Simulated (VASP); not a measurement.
A calculation with VASP 6.6.1 of TaN (ASE script, structure typed inline):

Contents of run.py:

```python
from ase import Atoms
from ase.calculators.vasp import Vasp
from ase.dft.bandgap import bandgap

atoms = Atoms(
    ['Ta', 'Ta', 'Ta', 'N', 'N', 'N'],
    cell=[[5.196, 0.0, 0.0], [-2.598, 4.4998679981, 0.0], [0.0, 0.0, 2.911]],
    scaled_positions=[[0.0, 0.0, 0.0], [0.6666666667, 0.3333333333, 0.5], [0.3333333333, 0.6666666667, 0.5], [0.0, 0.39285, 0.0], [0.60715, 0.60715, 0.0], [0.39285, 0.0, 0.0]],
    pbc=True,
)
calc = Vasp(
    directory='calc',
    xc='rpbe',
    pp='PBE',
    setups='gw',
    prec='Accurate',
    encut=550,
    ediff=1e-06,
    ismear=0,
    sigma=0.05,
    lreal=False,
    lasph=True,
    nelm=100,
    algo='Normal',
    isif=2,
    lwave=False,
    lcharg=False,
    kpts=[6, 6, 9],
    gamma=True,
)
atoms.calc = calc

print('energy (eV):', atoms.get_potential_energy())
print('free energy (eV):', atoms.get_potential_energy(force_consistent=True))
print('forces (eV/A):')
print(atoms.get_forces())
print('stress (eV/A^3, Voigt):', atoms.get_stress())
print('Fermi level (eV):', calc.get_fermi_level())
gap, top, bottom = bandgap(calc)
print('band gap (eV):', gap, 'from (spin, k, band)', top, 'to', bottom)
```

Potentials or basis: VASP PAW PBE potentials, release 64 (Ta_sv_GW, N_GW).

Run with:

```console
$ python run.py
```

Question: Write the same calculation in another form: native input, structure from a POSCAR.

Answer: As run:

Contents of INCAR:

```
SYSTEM = TaN
ALGO     = Fast           ! electronic algorithm
EDIFF    = 1E-6           ! SCF threshold, eV
ENCUT    = 550            ! plane-wave cutoff, eV
GGA      = RP             ! functional
ISIF     = 2              ! what is computed and relaxed
ISMEAR   = 0              ! smearing method
LASPH    = .True.         ! aspherical terms in the spheres
LCHARG   = .False.        ! write CHGCAR
LREAL    = .False.        ! projectors in reciprocal space
LWAVE    = .False.        ! write WAVECAR
NELM     = 60             ! most SCF steps
PREC     = Accurate       ! precision mode
SIGMA    = 0.05           ! smearing width, eV
```

The input KPOINTS:

```
k-points
0
Gamma
  6 6 9
  0 0 0
```

The input POSCAR:

```
TaN
5.196
    1.000000000000      0.000000000000      0.000000000000
   -0.500000000000      0.866025403791      0.000000000000
    0.000000000000      0.000000000000      0.560238645112
Ta N
3 3
Direct
    0.0000000000      0.0000000000      0.0000000000
    0.6666666667      0.3333333333      0.5000000000
    0.3333333333      0.6666666667      0.5000000000
    0.0000000000      0.3928500000      0.0000000000
    0.6071500000      0.6071500000      0.0000000000
    0.3928500000      0.0000000000      0.0000000000
```

Potentials or basis: VASP PAW PBE potentials, release 64 (Ta_sv_GW, N_GW).

The run is started by

```bash
$ cat potpaw_PBE.64/Ta_sv_GW/POTCAR potpaw_PBE.64/N_GW/POTCAR > POTCAR
$ mpirun -np 1 vasp_std > vasp.out
```

Both were run:

|  | ASE script, structure typed inline | native input, structure from a POSCAR |
| --- | --- | --- |
| Pressure | 9.2 GPa | 9.2 GPa |
| Largest force | 0.071 eV/Å | 0.071 eV/Å |
| Band gap on the k mesh | none (metal or under the smearing width) | none (metal or under the smearing width) |

Keys that steer only the numerical path or the files written may differ.

Caveat: the PAW data sets were made with another functional, which shifts forces and pressure a little.
